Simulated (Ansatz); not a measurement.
Computed with Ansatz, DFT PBE, scalar-relativistic, plane waves, PAW. All cells share a 420 eV cutoff and Γ-centred k meshes spaced at most about 0.3 Å⁻¹ (about 0.25 or finer for metals, 2π included). No spin polarisation.

These are static total energies at zero pressure.

Compare these two cells of Ga₂S, each relaxed at this level.

A.

```
Ga S
1.0
    -2.60499    2.60499    4.05292
     2.60499   -2.60499    4.05292
     2.60499    2.60499   -4.05292
Ga S
4 2
Direct
  0.32149 0.32149 0.00000
  0.07149 0.57149 0.50000
  0.42851 0.92851 0.50000
  0.67851 0.67851 0.00000
  0.00000 0.00000 0.00000
  0.75000 0.25000 0.50000
```

B.

```
Ga S
1.0
     2.19434   -3.01310    0.00000
     2.19434    3.01310    0.00000
     0.00000    0.00000    4.76209
Ga S
2 1
Direct
  0.00000 0.50000 0.35222
  0.50000 0.00000 0.64778
  0.00000 0.00000 0.00000
```

Task: Which form is favoured at zero pressure, and by what margin per atom?

Result: B is lower, by 48 meV/atom. A has space group I4_1/amd (No. 141), 18.3 Å³/atom and no gap on its mesh; B has space group C222 (No. 21), 21.0 Å³/atom and no gap. Counting S atoms around Ga (those within 1.25 times the shortest such distance or 1.15 times the sum of covalent radii, 1.27 where that leaves under three), A has Ga 3 and B has Ga 2. The lower one is the more open, so pressure narrows the difference. In A, around Ga lie 3 S at 2.61–2.67 Å, 3 Ga at 2.75–2.89 Å and 4 Ga at 3.30 Å; S is surrounded by 6 Ga at 2.61–2.67 Å. In B, around Ga lie 2 S at 2.51 Å and 2 Ga at 2.61 Å; S is surrounded by 4 Ga at 2.51 Å. Both come from invented guesses. The lowest form computed isn't among them: it has space group Cmme (No. 67), 23.8 Å³/atom and lies 67 meV/atom below the best shown.

Cells relaxed within their symmetry can be saddle points. Some structure types and database cells were kept out of the candidates from the start, so a known form may be missing.
